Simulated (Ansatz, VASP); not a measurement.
One calculation of ZrS, two programs

```
Zr S
1.0
     0.00000    2.62500    2.62500
     2.62500    0.00000    2.62500
     2.62500    2.62500    0.00000
Zr S
1 1
Cartesian
  0.0000 0.0000 0.0000
  2.6250 2.6250 2.6250
```

Alike in both runs: task single point; functional PBEsol; k mesh 8 × 8 × 8; no spin polarisation.

|  | VASP | Ansatz |
| --- | --- | --- |
| version | VASP 6.6.1 | Ansatz 0.2.0 |
| potentials or method | VASP PAW PBE potentials, release 64 (Zr_sv, S) | plane waves, PAW |
| plane-wave cutoff (eV) | 520 | 420 |
| occupations | methfessel-paxton of order 1, width 0.15 eV | cold, width 0.15 eV |
| valence electrons in the cell | 18 | 18 |

```csv
,VASP,Ansatz,Ansatz less VASP
gap on the k mesh at the Fermi level (eV),none,none,-
pressure (GPa),-6.4,-6.6,-0.20
```

A gap of «none» marks a metal or a gap that the smearing closes.

Caveats: the PAW data sets were made with another functional, which shifts forces and pressure a little (VASP).
